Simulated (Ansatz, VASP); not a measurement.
**BN in VASP and in Ansatz**

```
B N
1.0
     2.51231    0.00000    0.00000
    -1.25616    2.17572    0.00000
     0.00000    0.00000    6.68333
B N
2 2
Cartesian
  0.0000 1.4505 1.6708
  1.2562 0.7252 5.0125
  0.0000 1.4505 5.0125
  1.2562 0.7252 1.6708
```

Change from the starting cell: volume scaled by 1.01.

Alike in both runs: task single point; functional PBEsol; k mesh 11 × 11 × 4; occupations fermi-dirac, width 0.02 eV; no spin polarisation.

|  | VASP | Ansatz |
| --- | --- | --- |
| version | VASP 6.6.1 | Ansatz 0.2.0 |
| potentials or method | VASP PAW PBE potentials, release 64 (B, N), cutoff 520 eV | all-electron LAPW, scalar-relativistic |

Ansatz gave:

| Quantity | Value |
| --- | --- |
| gap on the k mesh at the Fermi level (eV) | 4.22 |
| pressure (GPa) | -2.0 |
| largest component of the traceless stress (GPa) | 2.73 |

Q: Estimate VASP's values.

A: gap on the k mesh at the Fermi level (eV): 4.22; pressure (GPa): -1.6; largest component of the traceless stress (GPa): 2.26.

Ansatz ran all-electron here, so the differences hold the error of VASP's frozen core and of both bases.

Caveats: the PAW data sets were made with another functional, which shifts forces and pressure a little (VASP); an odd mesh through Γ misses points on the zone boundary, where band edges often lie; this functional lacks dispersion, which binds the layers, so the pressure and a relaxed spacing across them are unreliable.
